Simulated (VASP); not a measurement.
# Be: single point with PBE

Crystal: Be.

```
CELL_PARAMETERS angstrom
-1.26941 1.26941 1.26941
1.26941 -1.26941 1.26941
1.26941 1.26941 -1.26941
ATOMIC_POSITIONS crystal
Be 0.00000 0.00000 0.00000
```

The cell was built by a generator and needn't be a form met in nature.

```json
{
 "Program": "VASP 6.6.1",
 "Task": "single point",
 "Functional": "PBE",
 "Potentials or basis": "VASP PAW PBE potentials, release 64 (Be)",
 "Cutoff": "520 eV",
 "k mesh": "10 × 10 × 10",
 "Occupations": "fermi-dirac, width 0.1 eV",
 "Spin": "no spin polarisation",
 "Dipole correction": "no",
 "Further INCAR settings": "ALGO = Normal; EDIFF = 1e-06; NBANDS = 7"
}
```

```json
{
  "Pressure": "-4.9 GPa",
  "Band gap on the k mesh": "none (metal or under the smearing width)"
}
```

Levels at points of the mesh, in eV from the Fermi level:
| k point | band 1 | band 2 | band 3 | band 4 |
| --- | --- | --- | --- | --- |
| (0.00, 0.00, 0.00) | -11.87 | 18.86 | 18.86 | 18.86 |
| (0.50, 0.00, 0.00) | -4.93 | 0.39 | 12.00 | 15.13 |
| (0.50, 0.50, 0.50) | 3.98 | 3.98 | 3.98 | 9.75 |

Run time: 1.5 s on 1 thread of Intel(R) Xeon(R) Platinum 8259CL CPU @ 2.50GHz (Skylake/Cascade Lake), with other jobs on the host, peak memory 0.11 GiB.
